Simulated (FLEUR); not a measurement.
Input of a FLEUR MaX-R8.1 (later development tree) run:

Contents of inp.xml:

```xml
<?xml version="1.0" encoding="UTF-8" standalone="no"?>
<fleurInput fleurInputVersion="0.39">
   <comment>
      Sb                                                                                                  
   </comment>
   <calculationSetup>
      <cutoffs Kmax="4.1" Gmax="12.7" GmaxXC="12.7" numbands="0"/>
      <scfLoop itmax="80" minDistance="0.0001" maxIterBroyd="30" imix="Anderson" alpha="0.05" precondParam="0.0" spinf="2.0" sdNocoIR="T"/>
      <coreElectrons ctail="F" frcor="F" kcrel="0" coretail_lmax="0"/>
      <xcFunctional name="LibXC" relativisticCorrections="F">
         <LibXCName exchange="mgga_x_r2scan" correlation="mgga_c_r2scan"/>
         <AuxGGA exchange="117" correlation="130"/>
      </xcFunctional>
      <magnetism jspins="1"/>
      <soc l_soc="F" theta="0.0" phi="0.0" spav="F"/>
      <expertModes spex="0" secvar="F"/>
      <geometryOptimization l_f="F" forcealpha="1.0" forcemix="BFGS" epsdisp="0.00001" epsforce="0.00001"/>
      <ldaU l_linMix="F" mixParam="0.05" spinf="1.0"/>
   </calculationSetup>
   <cell>
      <bzIntegration valenceElectrons="21.0" mode="hist" fermiSmearingEnergy="0.00183747">
         <kPointListSelection listName="default-1"/>
         <!-- k-points included here -->
         <xi:include xmlns:xi="http://www.w3.org/2001/XInclude" href="kpts.xml"> </xi:include>
      </bzIntegration>
      <!-- symmetry operations included here -->
      <xi:include xmlns:xi="http://www.w3.org/2001/XInclude" href="sym.xml"> </xi:include>
      <bulkLattice scale="1.0">
         <bravaisMatrix>
            <row-1>   -3.5363217608732280     3.5363217608732280     3.5363217608732280</row-1>
            <row-2>    3.5363217608732280    -3.5363217608732280     3.5363217608732280</row-2>
            <row-3>    3.5363217608732280     3.5363217608732280    -3.5363217608732280</row-3>
         </bravaisMatrix>
      </bulkLattice>
   </cell>
   <atomSpecies>
      <species name="Antimony (Sb)" element="Sb" atomicNumber="51">
         <mtSphere radius="2.66" gridPoints="879" logIncrement="0.015"/>
         <atomicCutoffs lmax="10" lnonsphr="10"/>
         <electronConfig flipSpins="F">
            <coreConfig>(1s1/2) (2s1/2) (2p1/2) (2p3/2) (3s1/2) (3p1/2) (3p3/2) (4s1/2) (3d3/2) (3d5/2)</coreConfig>
            <valenceConfig>(4p1/2) (4p3/2) (5s1/2) (4d3/2) (4d5/2) (5p1/2) (5p3/2)</valenceConfig>
            <stateOccupation state="(5p1/2)" spinUp="0.500000" spinDown="0.500000"/>
            <stateOccupation state="(5p3/2)" spinUp="1.000000" spinDown="1.000000"/>
         </electronConfig>
         <energyParameters s="5" p="5" d="5" f="4"/>
         <lo type="SCLO" l="1" n="4" eDeriv="0"/>
         <lo type="SCLO" l="1" n="4" eDeriv="1"/>
         <lo type="SCLO" l="2" n="4" eDeriv="0"/>
         <lo type="SCLO" l="2" n="4" eDeriv="1"/>
         <lo type="SCLO" l="0" n="5" eDeriv="2"/>
         <lo type="SCLO" l="3" n="4" eDeriv="2"/>
      </species>
   </atomSpecies>
   <atomGroups>
      <atomGroup species="Antimony (Sb)">
         <relPos label="                   1">.0000000000 .0000000000 .0000000000</relPos>
         <force calculate="T" relaxXYZ="TTT"/>
      </atomGroup>
   </atomGroups>
   <output dos="F" band="F" slice="F">
      <checks vchk="F" cdinf="F"/>
      <bandDOS minEnergy="-.5*Htr" maxEnergy="0.5*Htr" sigma="0.015" storeEVData="T"/>
      <vacuumDOS vacdos="F" integ="F" star="F" nstars="0" locx1="0.0" locy1="0.0" locx2="0.0" locy2="0.0" nstm="0" tworkf="0.0"/>
      <unfoldingBand unfoldBand="F" supercellX="1" supercellY="1" supercellZ="1"/>
      <plotting iplot="0" polar="F">
         <plot TwoD="T" vec1="  1.0  0.0  0.0" vec2="  0.0  1.0  0.0" vec3="  0.0  0.0  1.0" zero="  0.0  0.0  0.0" file="plot"/>
      </plotting>
      <chargeDensitySlicing numkpt="0" minEigenval="0.0" maxEigenval="0.0" nnne="0" pallst="F"/>
      <specialOutput eonly="F"/>
      <moessbauerParams electricFieldGradient="T" isomerShift="T" coreHyperfine="T" valenceHyperfine="T"/>
      <magneticCircularDichroism mcd="F" energyLo="-10.0" energyUp="0.0"/>
   </output>
  <!-- We include the file relax.xml here to enable relaxations (see documentation) -->
  <xi:include xmlns:xi="http://www.w3.org/2001/XInclude" href="relax.xml"> <xi:fallback/> </xi:include>
</fleurInput>
```

The input crystal.txt:

```
Sb
&input cartesian=F /
-1.8713408863  1.8713408863  1.8713408863
1.8713408863  -1.8713408863  1.8713408863
1.8713408863  1.8713408863  -1.8713408863
1.8897261246
1.0 1.0 1.0

1
51 0.0000000000  0.0000000000  0.0000000000

&kpt div1=10 div2=10 div3=10 gamma=T /
```

File inp.xml (bands):

```
<?xml version="1.0" encoding="UTF-8" standalone="no"?>
<fleurInput fleurInputVersion="0.39">
   <comment>
      Sb                                                                                                  
   </comment>
   <calculationSetup>
      <cutoffs Kmax="4.1" Gmax="12.7" GmaxXC="12.7" numbands="0"/>
      <scfLoop itmax="80" minDistance="0.0001" maxIterBroyd="30" imix="Anderson" alpha="0.05" precondParam="0.0" spinf="2.0" sdNocoIR="T"/>
      <coreElectrons ctail="F" frcor="F" kcrel="0" coretail_lmax="0"/>
      <xcFunctional name="LibXC" relativisticCorrections="F">
         <LibXCName exchange="mgga_x_r2scan" correlation="mgga_c_r2scan"/>
         <AuxGGA exchange="117" correlation="130"/>
      </xcFunctional>
      <magnetism jspins="1"/>
      <soc l_soc="F" theta="0.0" phi="0.0" spav="F"/>
      <expertModes spex="0" secvar="F"/>
      <geometryOptimization l_f="F" forcealpha="1.0" forcemix="BFGS" epsdisp="0.00001" epsforce="0.00001"/>
      <ldaU l_linMix="F" mixParam="0.05" spinf="1.0"/>
   </calculationSetup>
   <cell>
      <bzIntegration valenceElectrons="21.0" mode="hist" fermiSmearingEnergy="0.00183747">
         <kPointListSelection listName="path-1"/>
         <!-- k-points included here -->
         <xi:include xmlns:xi="http://www.w3.org/2001/XInclude" href="kpts.xml"> </xi:include>
      </bzIntegration>
      <!-- symmetry operations included here -->
      <xi:include xmlns:xi="http://www.w3.org/2001/XInclude" href="sym.xml"> </xi:include>
      <bulkLattice scale="1.0">
         <bravaisMatrix>
            <row-1>   -3.5363217608732280     3.5363217608732280     3.5363217608732280</row-1>
            <row-2>    3.5363217608732280    -3.5363217608732280     3.5363217608732280</row-2>
            <row-3>    3.5363217608732280     3.5363217608732280    -3.5363217608732280</row-3>
         </bravaisMatrix>
      </bulkLattice>
   </cell>
   <atomSpecies>
      <species name="Antimony (Sb)" element="Sb" atomicNumber="51">
         <mtSphere radius="2.66" gridPoints="879" logIncrement="0.015"/>
         <atomicCutoffs lmax="10" lnonsphr="10"/>
         <electronConfig flipSpins="F">
            <coreConfig>(1s1/2) (2s1/2) (2p1/2) (2p3/2) (3s1/2) (3p1/2) (3p3/2) (4s1/2) (3d3/2) (3d5/2)</coreConfig>
            <valenceConfig>(4p1/2) (4p3/2) (5s1/2) (4d3/2) (4d5/2) (5p1/2) (5p3/2)</valenceConfig>
            <stateOccupation state="(5p1/2)" spinUp="0.500000" spinDown="0.500000"/>
            <stateOccupation state="(5p3/2)" spinUp="1.000000" spinDown="1.000000"/>
         </electronConfig>
         <energyParameters s="5" p="5" d="5" f="4"/>
         <lo type="SCLO" l="1" n="4" eDeriv="0"/>
         <lo type="SCLO" l="1" n="4" eDeriv="1"/>
         <lo type="SCLO" l="2" n="4" eDeriv="0"/>
         <lo type="SCLO" l="2" n="4" eDeriv="1"/>
         <lo type="SCLO" l="0" n="5" eDeriv="2"/>
         <lo type="SCLO" l="3" n="4" eDeriv="2"/>
      </species>
   </atomSpecies>
   <atomGroups>
      <atomGroup species="Antimony (Sb)">
         <relPos label="                   1">.0000000000 .0000000000 .0000000000</relPos>
         <force calculate="T" relaxXYZ="TTT"/>
      </atomGroup>
   </atomGroups>
   <output dos="F" band="T" slice="F">
      <checks vchk="F" cdinf="F"/>
      <bandDOS minEnergy="-.5*Htr" maxEnergy="0.5*Htr" sigma="0.015" storeEVData="T"/>
      <vacuumDOS vacdos="F" integ="F" star="F" nstars="0" locx1="0.0" locy1="0.0" locx2="0.0" locy2="0.0" nstm="0" tworkf="0.0"/>
      <unfoldingBand unfoldBand="F" supercellX="1" supercellY="1" supercellZ="1"/>
      <plotting iplot="0" polar="F">
         <plot TwoD="T" vec1="  1.0  0.0  0.0" vec2="  0.0  1.0  0.0" vec3="  0.0  0.0  1.0" zero="  0.0  0.0  0.0" file="plot"/>
      </plotting>
      <chargeDensitySlicing numkpt="0" minEigenval="0.0" maxEigenval="0.0" nnne="0" pallst="F"/>
      <specialOutput eonly="F"/>
      <moessbauerParams electricFieldGradient="T" isomerShift="T" coreHyperfine="T" valenceHyperfine="T"/>
      <magneticCircularDichroism mcd="F" energyLo="-10.0" energyUp="0.0"/>
   </output>
  <!-- We include the file relax.xml here to enable relaxations (see documentation) -->
  <xi:include xmlns:xi="http://www.w3.org/2001/XInclude" href="relax.xml"> <xi:fallback/> </xi:include>
</fleurInput>
```

Potentials or basis: all-electron, FLAPW.

The run is started by

```bash
$ inpgen -f crystal.txt -profile fastHighL
$ # inp.xml edited to the form shown
$ fleur_MPI
$ fleur_MPI   # second run, on inp.xml (bands)
```

(1) What does it give for the band gap along the path?

Answers

(1) none (metal or under the smearing width).

Caveat: the meta-GGA is that of a development version, with a GGA for the radial functions and cores and without core tails; spin-orbit coupling is left out, which moves the levels of the heavy elements.
